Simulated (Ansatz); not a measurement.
SnTe:

```xyz
2
Lattice="0.0000 3.6111 3.6111 3.6111 0.0000 3.6111 3.6111 3.6111 0.0000" Properties=species:S:1:pos:R:3 pbc="T T T"
Te    1.8056    1.8056    1.8056
Sn    0.0000    0.0000    0.0000
```

Measurements of this composition are mostly on another form, of space group No. 225.

| Item | Value |
| --- | --- |
| Program | Ansatz 0.2.0 |
| Task | relaxation of cell and atoms |
| Functional | r2SCAN |
| Dispersion | D4 |
| Potentials or basis | Ansatz PAW |
| Cutoff | 500 eV (not typed: the program's choice for these potentials) |
| k mesh | 7 × 7 × 7 |
| Occupations | fermi-dirac, width 0.05 eV |
| Spin | no spin polarisation |

At the start: volume 47.09 Å³/atom.

Where does the relaxation end?

It ends after 4 steps and the volume is 45.47 Å³/atom (-3.4 %); space group F-43m (No. 216, to 0.05 Å).

Step by step:
```tsv
step	energy change (eV)	largest force (eV/Å)	volume (Å³)
1	0.0000	0.0000	94.18
2	-0.0099	0.0000	90.75
3	-0.0100	0.0000	90.94
4	-0.0098	0.0000	90.94
```

Final structure:
```
Te Sn
1.0
     0.00000    3.56922    3.56922
     3.56922    0.00000    3.56922
     3.56922    3.56922    0.00000
Te Sn
1 1
Direct
  0.25000 0.25000 0.25000
  0.00000 0.00000 0.00000
```

Caveat: the plane-wave basis is chosen anew once the cell has moved, so the energies of steps on either side of that aren't comparable; the PAW data sets come from PBE, with cores solved anew for the run's functional, which leaves a small shift of forces and pressure.
